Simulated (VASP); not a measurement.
CoSi2, 3 atoms in the cell. It takes space group Fm-3m (No. 225, cubic). The conventional cell has a = 5.313 Å, b = 5.313 Å, c = 5.313 Å, α = 90.00°, β = 90.00°, γ = 90.00°. Co (site symmetry m-3m) has 8 Si at 2.30 Å as nearest neighbours. Around Si (site symmetry -43m) lie 4 Co at 2.30 Å. The cell comes from a database or a generator and needn't be the stable form of this composition.

- Program: VASP 6.6.1
- Task: relaxation of cell and atoms
- Functional: PBE
- Potentials or basis: VASP PAW PBE potentials, release 64 (Co, Si)
- Cutoff: 600 eV
- k mesh: 14 × 14 × 14
- Occupations: methfessel-paxton, width 0.1 eV
- Spin: no spin polarisation
- Further INCAR settings: ALGO = Fast; EDIFF = 1e-06; IBRION = 2; EDIFFG = -0.005; NSW = 80; ISIF = 3

Potentials or basis: VASP PAW PBE potentials, release 64 (Co, Si).

Launch:

```sh
$ cat potpaw_PBE.64/Co/POTCAR potpaw_PBE.64/Si/POTCAR > POTCAR
$ mpirun -np 2 vasp_std > vasp.out
```

Hardware: 2 MPI ranks on Intel(R) Xeon(R) 6975P-C (Granite Rapids), with other jobs on the host.

**Question.** How long does it take, and how much memory?

**Answer.** It took 42 s on 2 MPI ranks on Intel(R) Xeon(R) 6975P-C (Granite Rapids), with other jobs on the host, peak memory 0.2 GiB a rank. Counts: scf iterations 39, k points 104, ion steps 3.
